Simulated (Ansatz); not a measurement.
The system is SnSe, a slab with vacuum.

```
Sn Se
1.0
     4.28533    0.00000    0.00000
     0.00000    4.28533    0.00000
     0.00000    0.00000   10.99069
Sn Se
2 2
Cartesian
  0.0000 2.1427 6.8996
  2.1427 0.0000 4.0911
  0.0000 2.1427 4.2200
  2.1427 0.0000 6.7707
```

Program: Ansatz 0.2.0. Alike in all runs: task single point; level HSE06 form with a typed share of exact exchange; potentials or basis Ansatz PAW; no spin polarisation; cell as given; k mesh 3 × 3 × 2; cutoff (eV) 420; smearing fermi-dirac 0.05 eV; the mesh is coarse, so values aren't converged.

Task: Order these runs on this cell by their band gap on the k mesh, lowest first.
A. screening (1/Å) 0.6
B. screening (1/Å) 0.2
C. screening (1/Å) 0.3
D. screening (1/Å) 0.1

Result: A (1.65 eV), C (1.87 eV), B (2.02 eV), D (2.27 eV).

Caveats: all runs use coarse meshes; odd divisions of the mesh miss points on the zone boundary, where band edges often lie, so the gap on the mesh can be too wide; spin-orbit coupling is left out, which moves the levels of the heavy elements.

A k mesh can miss the band edges.
